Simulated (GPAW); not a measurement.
Input of a GPAW 26.7.0 run:

Contents of run.py:

```python
from ase.dft.bandgap import bandgap
from ase.io import read, write
from ase.units import Bohr, GPa
from gpaw import GPAW, PW, setup_paths
from gpaw.elf import elf_from_dft_calculation

setup_paths.insert(0, '.')

atoms = read('ZnS.xyz')

calc = GPAW(mode=PW(600),
            xc='PBEsol',
            kpts={'size': (9, 9, 9), 'gamma': True},
            occupations={'name': 'fermi-dirac', 'width': 0.05},
            nbands=18,
            convergence={'density': 1e-05, 'energy': 1e-05},
            maxiter=150,
            txt='gpaw.txt')
atoms.calc = calc
energy = atoms.get_potential_energy()
forces = atoms.get_forces()
stress = atoms.get_stress()
calc.write('gs.gpw')
write('result.traj', atoms)
print(f'Energy: {energy:.6f} eV')
print('Forces (eV/A):')
print(forces.round(4))
print('Stress (GPa):', (stress / GPa).round(3))
print('Fermi level:', round(calc.get_fermi_level(), 4), 'eV')
print(f'Gap: {bandgap(calc)[0]:.4f} eV, direct: {bandgap(calc, direct=True)[0]:.4f} eV')

# fields on the real-space grid
write('density.cube', atoms, data=calc.get_pseudo_density() * Bohr**3)
write('potential.cube', atoms, data=calc.get_electrostatic_potential())
write('elf.cube', atoms, data=elf_from_dft_calculation(calc).data)

path = atoms.cell.bandpath('GXWKGLUWLK,UX', npoints=100, eps=1e-4)
bs_calc = calc.fixed_density(kpts=path, symmetry='off', nbands=28,
                             convergence={'bands': 'CBM+6.0', 'eigenstates': 1e-6}, txt='bands.txt')
bs = bs_calc.band_structure()
bs.write('bs.json')
print(f'Gap on the path: {bandgap(bs_calc)[0]:.4f} eV')
```

The input ZnS.xyz:

```xyz
2
Lattice="0.0000000000 2.7020000000 2.7020000000 2.7020000000 0.0000000000 2.7020000000 2.7020000000 2.7020000000 0.0000000000" Properties=species:S:1:pos:R:3 pbc="T T T"
Zn     4.0530000000      4.0530000000      4.0530000000
S      0.0000000000      0.0000000000      0.0000000000
```

Potentials or basis: PAW data sets generated in the run's folder for this functional, pw.

The run is started by

```bash
$ gpaw-setup -f PBEsol S Zn
$ OMP_NUM_THREADS=1 python run.py
```

Task: Estimate the band gap on the k mesh.

Result: 1.97 eV, direct.

Task: Estimate the pressure.

Result: -2.0 GPa.

Task: Estimate the band gap along the path.

Result: 1.97 eV, direct.

Levels at the corners of the path, in eV from the valence-band top:
```
point  band 6  band 7  band 8  band 9  band 10  band 11  band 12  band 13
    Γ   -5.86    0.00    0.00    0.00     1.97     6.27     6.27     6.27
    X   -5.65   -4.60   -2.25   -2.25     3.23     3.96    10.81    11.84
    W   -5.46   -4.63   -2.80   -2.76     5.55     5.98     7.72     8.04
    K   -5.51   -4.66   -3.16   -1.83     3.98     5.86     9.21     9.65
    Γ   -5.86    0.00    0.00    0.00     1.97     6.27     6.27     6.27
    L   -5.66   -5.35   -0.87   -0.87     3.19     6.79     6.79     8.69
    U   -5.51   -4.66   -3.16   -1.83     3.98     5.86     9.21     9.65
    W   -5.46   -4.63   -2.80   -2.76     5.55     5.98     7.72     8.04
    L   -5.66   -5.35   -0.87   -0.87     3.19     6.79     6.79     8.69
    K   -5.51   -4.66   -3.16   -1.83     3.98     5.86     9.21     9.65
    U   -5.51   -4.66   -3.16   -1.83     3.98     5.86     9.21     9.65
    X   -5.65   -4.60   -2.25   -2.25     3.23     3.96    10.81    11.84
```

**Experimental background.**

“Electronic, vibrational, and thermodynamic properties of ZnS (zincblende and rocksalt structure)”, 2009, arxiv:0911.5022 quotes, for a bulk crystal of ZnS at 19 K: band gap 3.85 eV (direct).

Measured gap of ZnS: 3.85 eV (direct; 19 K; quoted in “Electronic, vibrational, and thermodynamic properties of ZnS (zincblende and rocksalt structure)”, 2009, arxiv:0911.5022). This calculation gives 1.97 eV (-1.88 eV). The value is that of PBEsol, without temperature or zero-point motion. Semilocal functionals fall short of measured gaps as a rule.
